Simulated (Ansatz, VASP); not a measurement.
# One calculation of RbBr, two programs

```
CELL_PARAMETERS angstrom
4.12608 0.00000 0.00000
0.00000 4.12608 0.00000
0.00000 0.00000 4.12608
ATOMIC_POSITIONS crystal
Rb 0.00000 0.00000 0.00000
Br 0.50000 0.50000 0.50000
```

The cell comes from a database or a generator and needn't be the stable form of this composition.

Alike in both runs: task single point; functional LDA; k mesh 8 × 8 × 8; occupations gaussian, width 0.05 eV; no spin polarisation.

```csv
,VASP,Ansatz
version,VASP 6.6.1,Ansatz 0.2.0
potentials or method,"VASP PAW LDA potentials, release 64 (Rb_sv, Br)","scalar-relativistic, plane waves, PAW"
plane-wave cutoff (eV),520,420
valence electrons in the cell,16,16
```

VASP gave:

| Quantity | Value |
| --- | --- |
| gap on the k mesh at the Fermi level (eV) | 3.69 |

Problem. Estimate Ansatz's values.

Solution. gap on the k mesh at the Fermi level (eV): 3.67.

A k mesh can miss the band edges. LDA gaps usually lie below the measured ones, often by a third to a half.
